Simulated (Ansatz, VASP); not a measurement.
This is a calculation of HfN for Ansatz 0.2.0.

The input input.yaml:

```yaml
crystal:
  lattice:
    - [2.82503, 0.0, 0.0]
    - [0.0, 2.82503, 0.0]
    - [0.0, 0.0, 2.82503]
  atoms:
    - { symbol: Hf, position: [0.5, 0.5, 0.5] }
    - { symbol: "N", position: [0.0, 0.0, 0.0] }
kpoints:
  mp_grid: { grid: [9, 9, 9] }
scf:
  occupations: { method: fermi_dirac, width: 0.05 }
hamiltonian:
  xc: pbe
  pseudopotentials: { kind: all_electron, datasets: crystal }
output:
  forces: true
  stress: true
  eigenvalues: true
  efg: {}
```

Potentials or basis: all-electron PAW datasets made for the crystal.

Command:

```bash
$ ansatz run input.yaml --threads 1 --pin off --max-ram 3072MiB --backend cpu --events-out ev --progress --plain --runs-dir out
```

**Question.** Set up the same calculation for VASP 6.6.1. Potentials there: VASP PAW PBE potentials, release 64 (Hf_pv, N).

**Answer.** As run (the cutoff follows the program's own potentials):

Contents of INCAR:

```
SYSTEM = HfN
ALGO = Normal ; EDIFF = 1E-8
ENCUT = 520 ; GGA = PE
ISIF = 2 ; ISMEAR = -1
LASPH = .True. ; LCHARG = .False.
LEFG = .True. ; LREAL = .False.
LWAVE = .False. ; NBANDS = 14
NELM = 100 ; PREC = Accurate
SIGMA = 0.05
```

The input KPOINTS:

```
k-points
0
Gamma
  9 9 9
  0 0 0
```

Contents of POSCAR:

```
HfN
1.0
    2.8250300000      0.0000000000      0.0000000000
    0.0000000000      2.8250300000      0.0000000000
    0.0000000000      0.0000000000      2.8250300000
Hf N
1 1
Direct
    0.5000000000      0.5000000000      0.5000000000
    0.0000000000      0.0000000000      0.0000000000
```

Potentials or basis: VASP PAW PBE potentials, release 64 (Hf_pv, N).

Command:

```sh
$ cat potpaw_PBE.64/Hf_pv/POTCAR potpaw_PBE.64/N/POTCAR > POTCAR
$ mpirun -np 1 vasp_std > vasp.out
```

Both were run:

|  | VASP | Ansatz | Ansatz less VASP |
| --- | --- | --- | --- |
| gap on the k mesh at the Fermi level (eV) | none | none | - |
| pressure (GPa) | -2.5 | 0.2 | +2.76 |
| Vzz of the field gradient on the site that differs most (V/Å²) | 0.0 | 0.0 | 0.00 |

A gap of «none» marks a metal or a gap that the smearing closes. Ansatz ran all-electron here, so the differences hold the error of VASP's frozen core and of both bases.

Spin-orbit coupling is left out, which matters for the levels of Hf.
